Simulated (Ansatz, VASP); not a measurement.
## Two plane-wave programs on P

```
P
1.0
     3.28373    0.00000    0.00000
     0.00000   34.85703    0.00000
     0.00000    0.00000    4.79421
P
4
Direct
  0.00000 0.97026 0.59215
  0.00000 0.02974 0.40785
  0.50000 0.02974 0.09215
  0.50000 0.97026 0.90785
```

Change from the starting cell: strain +0.0350 x Voigt [0, 0, 1, 0, 0, 0], atoms carried along.

Alike in both runs: task single point; functional PBEsol; k mesh 8 × 1 × 6; occupations gaussian, width 0.05 eV; no spin polarisation.

|  | VASP | Ansatz |
| --- | --- | --- |
| version | VASP 6.6.1 | Ansatz 0.2.0 |
| potentials or method | VASP PAW PBE potentials, release 64 (P) | scalar-relativistic, plane waves, PAW |
| plane-wave cutoff (eV) | 520 | 420 |
| valence electrons in the cell | 20 | 20 |

```csv
,VASP,Ansatz,Ansatz less VASP
gap on the k mesh at the Fermi level (eV),1.10,1.08,-0.018
least direct gap on the mesh (eV),1.10,1.08,-0.018
rms of the force components (eV/Å),0.151,0.144,-0.0073
```

Atom by atom the forces differ by 0.011 eV/Å (rms over components).

Caveats: the PAW data sets were made with another functional, which shifts forces and pressure a little (VASP).
